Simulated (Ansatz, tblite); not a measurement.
## A script for RbBr (GFN1-xTB)

These are simulated results from tblite 0.8.0, not measurements. The cell was built from a prototype and was relaxed with r2SCAN in plane waves (Ansatz 0.2.0). Not every such cell is a known phase. All runs are without spin polarisation.

The symmetry is P6_3/mmc (No. 194, hexagonal); conventional cell a = 5.890 Å, c = 6.870 Å, 51.61 Å³ an atom. Rb has 5 Br at 3.40–3.44 Å; Br has 5 Rb at 3.40–3.44 Å.

tblite solves periodic systems at the zone centre alone, so the script builds a cluster of 2×2×2 conventional cells (32 atoms), which folds in a coarse mesh of k points.

The script, run.py:

```python
import json
from ase import Atoms
from ase.build import make_supercell
from ase.units import Bohr, GPa, Hartree
from tblite.interface import Calculator

atoms = Atoms(['Rb', 'Rb', 'Br', 'Br'],
              cell=[[5.890139, 0.0, 0.0], [-2.945069, 5.10101, 0.0], [0.0, 0.0, 6.870333]],
              scaled_positions=[[0.333333, 0.666667, -0.0625], [0.666667, 0.333333, 0.4375], [0.333333, 0.666667, 0.4375], [0.666667, 0.333333, 0.9375]],
              pbc=True)
cluster = make_supercell(atoms, [[2, 0, 0], [0, 2, 0], [0, 0, 2]])
calc = Calculator('GFN1-xTB', cluster.numbers, cluster.positions / Bohr, lattice=cluster.cell[:] / Bohr, periodic=cluster.pbc)
calc.set('temperature', 0.02 / Hartree)
calc.set('max-iter', 150)
res = calc.singlepoint()
levels = res.get('orbital-energies') * Hartree
nv = round(res.get('orbital-occupations').sum() / 2)
cells = len(cluster) // len(atoms)
out = {'energy_per_cell': res.get('energy') * Hartree / cells, 'homo': levels[nv - 1], 'lumo': levels[nv],
       'stress': (-res.get('virial') * Hartree / cluster.get_volume() / GPa).tolist(), 'charges': res.get('charges')[:len(atoms)].tolist(), 'electrons': 2 * nv / cells}
json.dump(out, open('results.json', 'w'))
for key, value in out.items():
    print(key, value)
```

Command: `python run.py`. It took 1.1 s on 1 thread of Arm Neoverse V2, on a shared host, peak memory 0.099 GiB.

The log:

```
------------------------------------------------------------
  cycle        total energy    energy error   density error
------------------------------------------------------------
      1     -69.23931562203  -6.9163141E+01   5.8597579E-01
      2     -69.12700149357   1.1231413E-01   3.4632131E-01
      3      217.8565763743   2.8698358E+02   1.0658075E+00
      4     -69.18779525582  -2.8704437E+02   1.9311790E-02
      5     -68.98558916792   2.0220609E-01   3.4406028E-02
      6     -69.18593246344  -2.0034330E-01   2.0927099E-02
      7     -69.22841555090  -4.2483087E-02   1.5572745E-02
      8     -69.26154347797  -3.3127927E-02   9.0541994E-03
      9     -69.27516227051  -1.3618793E-02   3.7223854E-03
     10     -69.27785274286  -2.6904724E-03   1.0210185E-03
     11     -69.27805330561  -2.0056275E-04   2.2981369E-04
     12     -69.27806429540  -1.0989790E-05   1.2515409E-05
     13     -69.27806432628  -3.0883399E-08   2.6502639E-07
------------------------------------------------------------

 total:                                   0.542 sec
energy_per_cell -235.6440189254223
homo 24.125618182954145
lumo 24.494080465680376
stress [[-1.5437696764057272, -0.009488500280751945, 0.00017644042267125055], [-0.009488500280751946, -1.554725658920576, -0.00010186795053287811], [0.00017644042267125125, -0.00010186795053287876, -1.9085743105424773]]
charges [0.5432887598377998, 0.5432887597543505, -0.5441693541922835, -0.544354734497279]
electrons 16.0
```

The cycle table is in hartree for the whole cluster, and the lines after it are in eV (the energy for one cell). The printed stress is in GPa and positive in compression, and the pressure is its mean diagonal.

GFN1-xTB gives a gap of 0.37 eV. On the same cell, plane-wave PBE (Ansatz, 6×6×4 k points and the special points) gives a gap of 4.06 eV and r2SCAN a gap of 4.65 eV; on shared hosts these took about 5 and 13 core-seconds on the 4-atom cell, against 1.1 for the script. Semilocal gaps usually lie below measured ones. xTB was fitted to molecules, so gaps, charges and pressures of solids can be far off, and the gap also depends on the size of the cluster.

The same script was run on cells scaled at fixed shape and fractional coordinates:

```json
{"volume (Å³/atom)": "45.41", "energy (meV/atom)": "-55.0", "pressure (GPa, positive in compression)": "-1.05", "gap (eV)": "0.64"}
{"volume (Å³/atom)": "48.51", "energy (meV/atom)": "-30.4", "pressure (GPa, positive in compression)": "-1.47", "gap (eV)": "0.49"}
{"volume (Å³/atom)": "51.61", "energy (meV/atom)": "0.0", "pressure (GPa, positive in compression)": "-1.67", "gap (eV)": "0.37"}
{"volume (Å³/atom)": "54.70", "energy (meV/atom)": "33.5", "pressure (GPa, positive in compression)": "-1.79", "gap (eV)": "0.26"}
{"volume (Å³/atom)": "57.80", "energy (meV/atom)": "59.9", "pressure (GPa, positive in compression)": "-1.86", "gap (eV)": "0.19"}
```

The minimum lies beyond the smallest of these volumes.

xTB was fitted mostly to molecules, and a small cluster samples few k points, so gaps, pressures and kinks along a curve can be far from a solid's.

The runs are scalar-relativistic, without spin-orbit coupling.
